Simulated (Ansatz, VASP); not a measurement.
**Two plane-wave programs on WC**

INCAR

```
SYSTEM = WC
ALGO     = Normal         ! electronic algorithm
EDIFF    = 1E-7           ! SCF threshold, eV
ENCUT    = 520            ! plane-wave cutoff, eV
GGA      = PE             ! functional
ISIF     = 2              ! what is computed and relaxed
ISMEAR   = -1             ! smearing method
LASPH    = .True.         ! aspherical terms in the spheres
LCHARG   = .True.         ! write CHGCAR
LELF     = .True.         ! ELF
LREAL    = .False.        ! projectors in reciprocal space
LVHAR    = .True.       
LWAVE    = .False.        ! write WAVECAR
NBANDS   = 16             ! bands
NELM     = 100            ! most SCF steps
PREC     = Accurate       ! precision mode
SIGMA    = 0.08           ! smearing width, eV
```

Contents of KPOINTS:

```
k-points
0
Gamma
  15 15 15
  0 0 0
```

The input POSCAR:

```
WC
1.0
    2.6133164606      0.0000000000      0.0000000000
    0.0000000000      2.6133164606      0.0000000000
    0.0000000000      0.0000000000      2.6133164606
W C
1 1
Direct
    0.0000000000      0.0000000000      0.0000000000
    0.5000000000      0.5000000000      0.5000000000
```

Input for Ansatz:

```yaml
crystal:
  lattice:
    - [2.6133164606, 0.0, 0.0]
    - [0.0, 2.6133164606, 0.0]
    - [0.0, 0.0, 2.6133164606]
  atoms:
    - { symbol: W, position: [0.0, 0.0, 0.0] }
    - { symbol: C, position: [0.5, 0.5, 0.5] }
kpoints:
  mp_grid: { grid: [15, 15, 15] }
scf:
  occupations: { method: fermi_dirac, width: 0.08 }
hamiltonian:
  xc: pbe
  pseudopotentials: { kind: paw }
output:
  forces: true
  stress: true
  eigenvalues: true
  populations: true
  write_density: true
  write_potential: true
  elf: true
  volumetric_format: npy
```

Change from the starting cell: volume scaled by 0.88, PAW files.

Alike in both runs: task single point; functional PBE; k mesh 15 × 15 × 15; occupations fermi-dirac, width 0.08 eV; no spin polarisation.

|  | VASP | Ansatz |
| --- | --- | --- |
| version | VASP 6.6.1 | Ansatz 0.2.0 |
| potentials or method | VASP PAW PBE potentials, release 64 (W_sv, C) | PAW with Ansatz's default frozen-core files, scalar-relativistic |
| plane-wave cutoff (eV) | 520 | 420 |
| valence electrons in the cell | 18 | 18 |

```tsv
	VASP	Ansatz	Ansatz less VASP
pressure (GPa)	63.8	61.4	-2.43
```

The functional is the same, so the differences come from potentials, cutoffs and numerics.

Caveats: the cell as given lies far from equilibrium; so large a pressure means that the cell lies far from this level's equilibrium, or that cutoff or potentials fall short (VASP). Spin-orbit coupling is left out, which matters for the levels of W.
